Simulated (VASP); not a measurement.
# MoS2 (P-3m1) in VASP: further runs, part 2 of 2

VASP 6.6.1. Earlier steps stand in the parts before.

## Step 5: Single point, HSE06

POSCAR reads:

```
MoS2
1.0
    3.2274645616      0.0000000000      0.0000000000
   -1.6137322808      2.7950663001      0.0000000000
    0.0000000000      0.0000000000      6.3124734200
Mo S
1 2
Direct
    0.0000000000      0.0000000000      0.5000000000
    0.6666666667      0.3333333333      0.7446806800
    0.3333333333      0.6666666667      0.2553193200
```

INCAR.step1 reads:

```
SYSTEM = MoS2
  PREC = Accurate
  ENCUT = 300
  EDIFF = 1E-5
  ISMEAR = 0
  SIGMA = 0.01
  LREAL = .False.
  LASPH = .True.
  NELM = 100
  ALGO = Normal
  ISIF = 2
  LWAVE = .True.
  LCHARG = .False.
  NBANDS = 21
  NKRED = 1
  GGA = PE
```

INCAR.step2 reads:

```
SYSTEM = MoS2
  PREC = Accurate
  ENCUT = 300
  EDIFF = 1E-6
  ISMEAR = 0
  SIGMA = 0.01
  LREAL = .False.
  LASPH = .True.
  NELM = 100
  ALGO = Normal
  ISIF = 2
  LWAVE = .False.
  LCHARG = .False.
  GGA = PE
  LHFCALC = .True.
  HFSCREEN = 0.2
  PRECFOCK = Fast
  NBANDS = 21
  NKRED = 1
  ISTART = 1
```

KPOINTS reads:

```
Automatic mesh
0
Gamma
  7 7 3
  0 0 0
```

Potentials or basis: VASP PAW PBE potentials, release 64 (Mo_sv, S).

On the command line:

```bash
cat potpaw_PBE.64/Mo_sv/POTCAR potpaw_PBE.64/S/POTCAR > POTCAR
cp INCAR.step1 INCAR
mpirun -np 1 vasp_std > vasp.out
cp INCAR.step2 INCAR
mpirun -np 1 vasp_std > vasp.out
```

OUTCAR:

```text
SYSTEM = MoS2
   PREC = Accurate
   ENCUT = 300
   EDIFF = 1E-6
   ISMEAR = 0
   LREAL = .False.
   LASPH = .True.
   NELM = 100
   ISIF = 2
   GGA = PE
   LHFCALC = .True.
   HFSCREEN = 0.2
   PRECFOCK = Fast
   NKRED = 1
   ISTART = 1

 Found     20 irreducible k-points:

 Following reciprocal coordinates:
            Coordinates               Weight
  0.000000  0.000000  0.000000      1.000000
  0.142857  0.000000  0.000000      6.000000
  0.285714  0.000000  0.000000      6.000000
  0.428571  0.000000  0.000000      6.000000
  0.142857  0.142857  0.000000      6.000000
  0.285714  0.142857  0.000000     12.000000
   k-points           NKPTS =     20   k-points in BZ     NKDIM =    147   number of bands    NBANDS=     21
   number of dos      NEDOS =    301   number of ions     NIONS =      3
   total plane-waves  NPLWV =  11664
   dimension x,y,z NGX =    18 NGY =   18 NGZ =   36
   dimension x,y,z NGXF=    36 NGYF=   36 NGZF=   72
   ions per type =               1   2
   NGX,Y,Z   is equivalent  to a cutoff of   9.27,  9.27,  9.48 a.u.
   NGXF,Y,Z  is equivalent  to a cutoff of  18.54, 18.54, 18.96 a.u.
 SYSTEM =  MoS2
[... 63 lines left out ...]
  free energy    TOTEN  =       -25.14693345 eV

  energy without entropy =      -25.14647289  energy(sigma->0) =      -25.14670317

 E-fermi :   6.9969     XC(G=0):  -8.6193

 val. band max:        6.9306495940   @ k =   0.1429   0.0000   0.0000
 cond. band min:       6.9968604423   @ k =   0.2857   0.2857   0.3333
 fundamental gap:      0.0662108483
 Fermi energy:         6.9968604423

 k-point     1 :       0.0000    0.0000    0.0000
  band No.  band energies     occupation
      1     -59.3194      2.00000
      2     -31.9173      2.00000
      3     -31.8878      2.00000
      4     -31.8878      2.00000
      5      -9.9265      2.00000
      6      -8.3154      2.00000
[... 133 lines left out ...]
     20      15.7726      0.00000
     21      16.8773      0.00000

 [... further k-points ...]

------------------------ aborting loop because EDIFF is reached ----------------------------------------

  FORCE on cell =-STRESS in cart. coord.  units (eV):
  Direction    XX          YY          ZZ          XY          YZ          ZX
  --------------------------------------------------------------------------------------
  -------------------------------------------------------------------------------------
  Total       -1.6029434     -1.6029434     -0.6868691     -0.0000000      0.0000000     -0.0000000
  in kB      -45.0999037    -45.0999037    -19.3255299     -0.0000000      0.0000000     -0.0000000
  external PRESSURE =     -36.5084458 kB  Pullay stress =       0.0000000 kB

 VOLUME and BASIS-vectors are now :
 -----------------------------------------------------------------------------
  energy-cutoff  :      300.00
  volume of cell :       56.94
      direct lattice vectors                 reciprocal lattice vectors
     3.227464562  0.000000000  0.000000000     0.309840737  0.178886633  0.000000000
    -1.613732281  2.795066300  0.000000000     0.000000000  0.357773266  0.000000000
     0.000000000  0.000000000  6.312473420     0.000000000  0.000000000  0.158416509

 POSITION                                       TOTAL-FORCE (eV/Angst)
 -----------------------------------------------------------------------------------
      0.00000      0.00000      3.15624        -0.000000      0.000000      0.000000
      1.61373      0.93169      4.70078         0.000000      0.000000     -0.242412
     -0.00000      1.86338      1.61170         0.000000      0.000000      0.242412
 -----------------------------------------------------------------------------------
    total drift:                                0.000000      0.000000      0.000001

  FREE ENERGIE OF THE ION-ELECTRON SYSTEM (eV)
  ---------------------------------------------------
  free  energy   TOTEN  =       -25.1469334495 eV

  energy  without entropy=      -25.1464728866  energy(sigma->0) =      -25.14670317
```

OSZICAR.step1:

```text
N       E                     dE             d eps       ncg     rms          rms(c)
DAV:   1     0.112436235416E+03    0.11244E+03   -0.11681E+04  1000   0.761E+02
DAV:   2    -0.186563988154E+02   -0.13109E+03   -0.12757E+03  1043   0.233E+02
DAV:   3    -0.226335418642E+02   -0.39771E+01   -0.39489E+01  1047   0.380E+01
DAV:   4    -0.226746153222E+02   -0.41073E-01   -0.40939E-01  1053   0.401E+00
DAV:   5    -0.226752495923E+02   -0.63427E-03   -0.63402E-03  1069   0.452E-01    0.223E+01
DAV:   6    -0.215928836590E+02    0.10824E+01   -0.15273E+01   875   0.203E+01    0.964E+00
DAV:   7    -0.211593075810E+02    0.43358E+00   -0.69000E+00   870   0.128E+01    0.609E+00
DAV:   8    -0.209880772670E+02    0.17123E+00   -0.88967E-01   960   0.488E+00    0.178E+00
DAV:   9    -0.209896753503E+02   -0.15981E-02   -0.28136E-02   975   0.970E-01    0.642E-01
DAV:  10    -0.209880996890E+02    0.15757E-02   -0.15380E-02   975   0.707E-01    0.154E-01
DAV:  11    -0.209880523670E+02    0.47322E-04   -0.61007E-04   995   0.150E-01    0.653E-02
DAV:  12    -0.209880087692E+02    0.43598E-04   -0.17730E-04  1015   0.749E-02    0.388E-02
DAV:  13    -0.209880271131E+02   -0.18344E-04   -0.55633E-05   920   0.430E-02    0.103E-02
DAV:  14    -0.209880276662E+02   -0.55317E-06   -0.29346E-06   705   0.101E-02
   1 F= -.20988028E+02 E0= -.20987797E+02  d E =-.460563E-03
```

Wall time 12 min (1 thread of AMD EPYC 9R45 (Zen 5), shared host); peak memory 0.21 GiB.

These settings aren't checked as converged: the numbers below hold their error.

Results:

- Free energy: -25.1469 eV
- Pressure: -3.7 GPa
- Largest force: 0.242 eV/Å
- Band gap on the k mesh: none (metal or under the smearing width)

Caveat: the cutoff is under 1.25 times the usual one of these potentials, so pressure, stress and relaxed cells hold a basis-set (Pulay) error; the PAW data sets were made with another functional, which shifts forces and pressure a little; this functional lacks dispersion, which binds the layers, so the pressure and a relaxed spacing across them are unreliable.

## Step 6: The reference run

An earlier run on the cell as given: functional PBE; potentials or basis VASP PAW PBE potentials, release 64 (Mo_sv, S); cutoff 520 eV; k mesh 9 × 9 × 4; occupations fermi-dirac, width 0.05 eV; no spin polarisation.

* Pressure: 1.0 GPa
* Largest force: 0.276 eV/Å
* Band gap on the k mesh: none (metal or under the smearing width)
